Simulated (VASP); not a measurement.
Se:

```
CELL_PARAMETERS angstrom
4.36620 0.00000 0.00000
-2.18310 3.78124 0.00000
0.00000 0.00000 4.95360
ATOMIC_POSITIONS crystal
Se 0.77460 0.77460 0.00000
Se 0.00000 0.22540 0.66667
Se 0.22540 0.00000 0.33333
```

Base run:

- Program: VASP 6.6.1
- Functional: PBE
- Potentials or basis: VASP PAW PBE potentials, release 64 (Se)
- Cutoff: 520 eV
- k mesh: 7 × 7 × 6
- Occupations: gaussian, width 0.023 eV
- Spin: no spin polarisation

Its results: band gap on the k mesh 1.21 eV, indirect (least direct gap 1.47 eV); pressure 2.9 GPa; largest force 0.434 eV/Å.

Q: The run is repeated on the same cell with these changes: functional from PBE to PBEsol; cutoff from 520 eV to 500 eV; occupations from gaussian, width 0.023 eV to gaussian, width 0.1 eV. What comes out?

A: Band gap on the k mesh 1.14 eV, indirect (least direct gap 1.43 eV); pressure 0.4 GPa; largest force 0.333 eV/Å.

Caveats: an odd mesh through Γ misses points on the zone boundary, where band edges often lie; the PAW data sets were made with another functional, which shifts forces and pressure a little (some runs).

Not every run made on this cell is shown here.
